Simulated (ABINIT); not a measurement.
Planning a run of ABINIT 10.8.3 on BN (P6_3mc). The input:

```
acell 3*1.0 Angstrom
rprim 
  2.536000000002 -0.000000000000 0.000000000000
  -1.268000000000 2.196240423999 0.000000000000
  0.000000000000 0.000000000000 4.199000000000
ntypat 2
znucl 5 7
natom 4
typat 1 1 2 2
xred 
  0.666666666667 0.333333333333 0.000000000000
  0.333333333333 0.666666666667 0.500000000000
  0.666666666667 0.333333333333 0.375000000000
  0.333333333333 0.666666666667 0.875000000000
pp_dirpath "pseudos"
pseudos "B.upf, N.upf"
ecut 36
ngkpt 6 6 4
nshiftk 1
shiftk 0 0 0
kptopt 1
chksymbreak 0
irdden 1
istwfk *1
nband 144
prtvol 0
optdriver 6
gwr_task "HDIAGO"
paral_kgb 0
occopt 1
indata_prefix "in"
outdata_prefix "out"
tmpdata_prefix "tmp"
```

The database entry behind the starting cell has ideal inner coordinates that were not refined, so it need not match the best structure at ambient conditions.

```sh
OMP_NUM_THREADS=1 mpirun -n 4 abinit run.abi > log
```

Q: How long will it take on 4 MPI ranks of Arm Neoverse V1, shared host, and how much memory?

It took 28 s; on shared hardware allow 14 s to 56 s. Peak host memory was 0.83 GiB.

[Paths, hosts, dates, memory and timing lines, banners, echoed tables and standing remarks are left out of the program output.]

[Logs are printed without paths, hosts, clocks, repeated set-up lines and the standing remarks that a program may print on its own settings, such as how far it seeks lower states.]

[Runs of the session that timed out or met a known fault of the program may be left out.]

[Hosts, paths, dates, database ids (printed as entryN), source tags and the programs' standing remarks are cut or masked in the printed files.]

[G0W0 gaps are taken among the corrected bands and points alone; a level outside them can change the order at an edge.]

[Where Ansatz stands beside ABINIT at settings called matched, ABINIT's density can come from a denser mesh and the files from another edition; pairs whose starting gaps differed by over 0.03 eV were left out, so agreement reads better than it is.]
